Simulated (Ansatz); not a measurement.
# BN: the cost of one run

Program: Ansatz 0.2.0. Level of theory: DFT PBEsol, scalar-relativistic, plane waves, PAW. These are calculated values, not measurements.

3 further runs of the same task are left out: 3 set aside as unsound or not needed.

### 1 Starting point

It takes space group P6_3mc (No. 186, hexagonal). The conventional cell has a = 2.541 Å, b = 2.541 Å, c = 4.203 Å, α = 90.00°, β = 90.00°, γ = 120.00°. Around B (site symmetry 3m) lie 4 N at 1.56 to 1.57 Å. Around N (site symmetry 3m) lie 4 B at 1.56 to 1.57 Å.

Coordinates:

```cif
data_structure
_symmetry_space_group_name_H-M 'P6_3mc'
_symmetry_Int_Tables_number 186
_cell_length_a 2.5410
_cell_length_b 2.5410
_cell_length_c 4.2033
_cell_angle_alpha 90.000
_cell_angle_beta 90.000
_cell_angle_gamma 120.000
_cell_volume 23.50
loop_
_atom_site_label
_atom_site_type_symbol
_atom_site_symmetry_multiplicity
_atom_site_Wyckoff_symbol
_atom_site_fract_x
_atom_site_fract_y
_atom_site_fract_z
_atom_site_occupancy
B1 B 2 b 0.66667 0.33333 0.00027 1
N1 N 2 b 0.66667 0.33333 0.37473 1
```

It goes back to an entry of the Materials Project, which need not be the stable form.

It is built from the cell relaxed beforehand with the same method (5.88 Å³/atom).

### 2 Zero of energy

The cell is repeated 3 times, 12 atoms in all. The reference gives a free energy of -3202.8161 eV, pressure 0.00 GPa, largest force 0.000 eV/Å and gap on the mesh 5.16 eV. It was computed beforehand with the settings of the runs below.

### 3 Next: a stacking-fault curve

The cut lies on the cell's a–b face, a (0 0 1) plane of area 5.59 Å², between layers 1.57 Å apart (N below, B above); the cell is 12.6 Å thick. Vector c is tilted by f times 1·a + 0·b (length 2.541 Å) with the atoms' Cartesian places fixed: one unrelaxed fault per cell.

### 4 Point f = 0.200

Contents of input.yaml:

```yaml
crystal:
  lattice:
    - [-2.5410113134, 0.0, 0.0]
    - [-1.2705056567, -2.2005803487, 0.0]
    - [-0.5082022627, 0.0, 12.6098865131]
  atoms:
    - { symbol: B, position: [0.6208578003, 0.6666666667, 0.229044332] }
    - { symbol: B, position: [0.5541911336, 0.6666666667, 0.5623776653] }
    - { symbol: B, position: [0.4875244669, 0.6666666667, 0.8957109987] }
    - { symbol: B, position: [0.3208578003, 0.3333333333, 0.0623776653] }
    - { symbol: B, position: [0.2541911336, 0.3333333333, 0.3957109987] }
    - { symbol: B, position: [0.1875244669, 0.3333333333, 0.729044332] }
    - { symbol: "N", position: [0.6458221997, 0.6666666667, 0.1042223347] }
    - { symbol: "N", position: [0.5791555331, 0.6666666667, 0.437555668] }
    - { symbol: "N", position: [0.5124888664, 0.6666666667, 0.7708890013] }
    - { symbol: "N", position: [0.1458221997, 0.3333333333, 0.937555668] }
    - { symbol: "N", position: [0.2791555331, 0.3333333333, 0.2708890013] }
    - { symbol: "N", position: [0.2124888664, 0.3333333333, 0.6042223347] }
basis:
  ecutwfc: 420
kpoints:
  mp_grid: { grid: [10, 10, 2] }
hamiltonian:
  xc: pbesol
scf:
  occupations: { method: gaussian, width: 0.05 }
output:
  forces: true
  stress: true
  eigenvalues: true
```

Started as:

```
$ ansatz run input.yaml --threads 2 --pin off --max-ram 5120MiB --backend cpu --events-out ev --progress --plain --runs-dir out
```

**Question.** How long does this run take on 2 threads of Intel Xeon 6975P-C (Granite Rapids), shared host, and how much memory does it need?

About 4.7 s, with a peak of 0.51 GiB.
